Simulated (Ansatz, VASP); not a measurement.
**CuI: VASP beside Ansatz**

File INCAR:

```
SYSTEM = CuI
PREC = Accurate
ENCUT = 520
EDIFF = 1E-6
ISMEAR = -1
SIGMA = 0.02
LREAL = .FALSE.
LASPH = .TRUE.
NELM = 100
ALGO = Normal
ISIF = 2
LWAVE = .FALSE.
LCHARG = .FALSE.
GGA = PE
NBANDS = 16
```

File KPOINTS:

```
regular mesh
0
G
  8 8 8
  0 0 0
```

POSCAR

```
CuI
1.0
    0.0000000000      3.0120290197      3.0120290197
    2.9099212359      0.0000000000      3.0120290197
    2.9099212359      3.0120290197      0.0000000000
Cu I
1 1
Direct
    0.0000000000      0.0000000000      0.0000000000
    0.2500000000      0.2500000000      0.2500000000
```

Input for Ansatz:

```yaml
crystal:
  lattice:
    - [0.0, 3.0120290197, 3.0120290197]
    - [2.9099212359, 0.0, 3.0120290197]
    - [2.9099212359, 3.0120290197, 0.0]
  atoms:
    - { symbol: Cu, position: [0.0, 0.0, 0.0] }
    - { symbol: I, position: [0.25, 0.25, 0.25] }
kpoints:
  mp_grid: { grid: [8, 8, 8] }
  band_path:
    path:
      - [0.0, 0.0, 0.0]
      - [-0.5, -0.5, 0.0]
      - [-0.375, -0.375, 0.25]
      - [-0.375, 0.0, 0.375]
      - [0.0, 0.0, 0.5]
      - [-0.5, -0.25, 0.25]
    npoints: 1
hamiltonian:
  xc: pbe
scf:
  occupations: { method: fermi_dirac, width: 0.02 }
  n_extra_bands: 4
output:
  forces: true
  stress: true
  eigenvalues: true
  write_density: true
  write_potential: true
  elf: true
  volumetric_format: npy
```

Change from the starting cell: uniaxial_x strain -3.4%.

Alike in both runs: task single point; functional PBE; k mesh 8 × 8 × 8; occupations fermi-dirac, width 0.02 eV; no spin polarisation.

```csv
,VASP,Ansatz
version,VASP 6.6.1,Ansatz 0.2.0
potentials or method,"VASP PAW PBE potentials, release 64 (Cu, I)","plane waves, PAW"
plane-wave cutoff (eV),520,420
valence electrons in the cell,18,36
```

Ansatz gave:

```
gap on the k mesh at the Fermi level (eV)       : 1.23
pressure (GPa)                                  : 2.8
largest component of the traceless stress (GPa) : 0.36
```

**Question.** What did VASP give for the same quantities?

**Answer.** gap on the k mesh at the Fermi level (eV): 1.25; pressure (GPa): 2.8; largest component of the traceless stress (GPa): 0.35.

The two sets of potentials don't hold the same shells in valence.

Caveats: spin-orbit coupling is left out, which moves the levels of the heavy elements.
